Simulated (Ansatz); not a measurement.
Input and command of a plane-wave DFT calculation in Ansatz:

```yaml
crystal:
  lattice:
    - [4.1370931811, 0.0, 0.0]
    - [-2.0685465906, 3.5828277926, 0.0]
    - [0.0, 0.0, 5.4746898347]
  atoms:
    - { symbol: Sb, position: [0.3333333333, 0.6666666667, 0.25] }
    - { symbol: Sb, position: [0.6666666667, 0.3333333333, 0.75] }
    - { symbol: Pt, position: [0.0, 0.0, 0.0] }
    - { symbol: Pt, position: [0.0, 0.0, 0.5] }
basis:
  ecutwfc: 500
kpoints:
  mp_grid: { grid: [12, 12, 8] }
hamiltonian:
  xc: r2scan
scf:
  occupations: { method: gaussian, width: 0.1 }
output:
  forces: true
  stress: true
  eigenvalues: true
relax:
  adjacent_minimum: "off"
  f_tol: 0.01
  max_steps: 60
  cell: { stress_tol: 0.1 }
```

```bash
ansatz run input.yaml --threads 1 --pin off --max-ram 2560MiB --backend cpu --events-out ev --progress --plain --runs-dir out
```

Processor: Arm Neoverse V2, 1 thread, on a host shared with other jobs.

**Question.** Estimate time, memory and problem size.

**Answer.** About 2.6 min on 1 thread of Arm Neoverse V2, with other jobs on the host, peak memory 0.76 GiB. It solves 40 bands at 95 k points (the mesh reduced by symmetry) with about 2163 plane waves (on the last cell), in 30 SCF iterations over 5 ionic steps.
